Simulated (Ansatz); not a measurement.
Write the native input for Ansatz 0.2.0 that does the following.

| Property | Result |
| --- | --- |
| Task | band structure |
| Functional | RPBE |
| Potentials or basis | Ansatz PAW |
| Cutoff | 420 eV (not typed: the program's choice for these potentials) |
| k mesh | 8 × 8 × 8 |
| Occupations | fermi-dirac, width 0.05 eV |
| Spin | no spin polarisation |
| Path | [["G", "X", "W", "K", "G", "L", "U", "W", "L", "K"], ["U", "X"]] |
| Points for each segment of the path | 14 |

CdS (Hawleyite):

```
Cd S
1.0
     0.00000    2.91650    2.91650
     2.91650    0.00000    2.91650
     2.91650    2.91650    0.00000
Cd S
1 1
Direct
  0.00000 0.00000 0.00000
  0.75000 0.75000 0.75000
```

These files were run (other wordings do the same):

input.yaml

```yaml
crystal:
  lattice:
    - [0.0, 2.9165, 2.9165]
    - [2.9165, 0.0, 2.9165]
    - [2.9165, 2.9165, 0.0]
  atoms:
    - { symbol: Cd, position: [0.0, 0.0, 0.0] }
    - { symbol: S, position: [0.75, 0.75, 0.75] }
hamiltonian:
  xc: rpbe
  pseudopotentials: { kind: paw }
kpoints:
  mp_grid: { grid: [8, 8, 8] }
  band_path:
    path:
      - [[0.0, 0.0, 0.0], [0.5, 0.0, 0.5], [0.5, 0.25, 0.75], [0.375, 0.375, 0.75], [0.0, 0.0, 0.0], [0.5, 0.5, 0.5], [0.625, 0.25, 0.625], [0.5, 0.25, 0.75], [0.5, 0.5, 0.5], [0.375, 0.375, 0.75]]
      - [[0.625, 0.25, 0.625], [0.5, 0.0, 0.5]]
    npoints: 14
scf:
  occupations: { method: fermi_dirac, width: 0.05 }
  n_extra_bands: 6
output:
  forces: true
  stress: true
  eigenvalues: true
  fatbands: false
```

Potentials or basis: Ansatz PAW.

Launch:

```console
$ ansatz run input.yaml --threads 2 --pin off --max-ram 5632MiB --backend cpu --events-out ev --progress --plain --runs-dir out
```

It gave:

| Quantity | Value |
| --- | --- |
| Pressure | 5.1 GPa |
| Band gap on the k mesh | 1.33 eV, direct |
| Band gap along the path | 1.33 eV, direct |

Caveat: the PAW data sets come from PBE, with cores solved anew for the run's functional, which leaves a small shift of forces and pressure.

It took 12 s on 2 threads of Intel(R) Xeon(R) Processor @ 2.50GHz (Skylake/Cascade Lake), on a shared host, peak memory 0.35 GiB.
